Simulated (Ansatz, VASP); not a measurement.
**Ga: VASP beside Ansatz**

Contents of INCAR:

```
  ALGO = Normal
  EDIFF = 1E-7
  ENCUT = 520
  GGA = PE
  ISIF = 2
  ISMEAR = -1
  LASPH = T
  LCHARG = F
  LREAL = F
  LWAVE = F
  NBANDS = 12
  NELM = 60
  PREC = Accurate
  SIGMA = 0.05
```

The input KPOINTS:

```
k-points
0
Gamma
  13 13 13
```

Contents of POSCAR:

```
Ga
1.0
   -1.3935671902      1.3935671902      2.3265304007
    1.3935671902     -1.3935671902      2.3265304007
    1.3935671902      1.3935671902     -2.3265304007
Ga
1
Direct
    0.0000000000      0.0000000000      0.0000000000
```

The input input.yaml:

```yaml
crystal:
  lattice:
    - [-1.3935671902, 1.3935671902, 2.3265304007]
    - [1.3935671902, -1.3935671902, 2.3265304007]
    - [1.3935671902, 1.3935671902, -2.3265304007]
  atoms:
    - { symbol: Ga, position: [0.0, 0.0, 0.0] }
hamiltonian:
  xc: pbe
  pseudopotentials: { kind: paw }
kpoints:
  mp_grid: { grid: [13, 13, 13] }
scf:
  occupations: { method: fermi_dirac, width: 0.05 }
output:
  forces: true
  stress: true
  eigenvalues: true
```

Change from the starting cell: volume scaled by 1.02.

Alike in both runs: task single point; functional PBE; k mesh 13 × 13 × 13; occupations fermi-dirac, width 0.05 eV; no spin polarisation.

```csv
,VASP,Ansatz
version,VASP 6.6.1,Ansatz 0.2.0
potentials or method,"VASP PAW PBE potentials, release 64 (Ga_d)",Ansatz PAW
plane-wave cutoff (eV),520,420
valence electrons in the cell,13,13
```

|  | VASP | Ansatz | Ansatz less VASP |
| --- | --- | --- | --- |
| gap on the k mesh at the Fermi level (eV) | none | none | - |
| pressure (GPa) | 2.3 | 2.2 | -0.09 |
| largest component of the traceless stress (GPa) | 0.23 | 0.20 | -0.031 |

A gap of «none» marks a metal or a gap that the smearing closes.
